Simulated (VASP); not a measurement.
Here is a VASP 6.6.1 calculation.

The input INCAR:

```
SYSTEM = Pt
PREC = Accurate
ENCUT = 520
EDIFF = 1E-6
ISMEAR = 0
SIGMA = 0.15
LREAL = .False.
LASPH = .True.
NELM = 100
ALGO = Fast
ISIF = 2
LWAVE = .False.
LCHARG = .True.
GGA = PE
LELF = .True.
LVHAR = .True.
NBANDS = 11
```

Contents of KPOINTS:

```
regular mesh
0
Gamma
  26 26 26
  0 0 0
```

The input POSCAR:

```
Pt
1.0
    0.0000000000      1.8858023013      2.0346814304
    1.8858023013      0.0000000000      2.0346814304
    1.8858023013      1.8858023013      0.0000000000
Pt
1
Direct
    0.0000000000      0.0000000000      0.0000000000
```

Potentials or basis: VASP PAW PBE potentials, release 64 (Pt).

Run with:

```sh
$ cat potpaw_PBE.64/Pt/POTCAR > POTCAR
$ mpirun -np 1 vasp_std > vasp.out
```

Task: Predict the pressure.

Result: 24.2 GPa.

Task: Predict the band gap on the k mesh.

Result: None (metal or under the smearing width).

Stress tensor (GPa, compression positive):
```
28.09  0.00  0.00
 0.00 28.09  0.00
 0.00  0.00 16.48
```

Caveat: so large a pressure means that the cell lies far from this level's equilibrium, or that cutoff or potentials fall short. Spin-orbit coupling is left out, which matters for the levels of Pt.
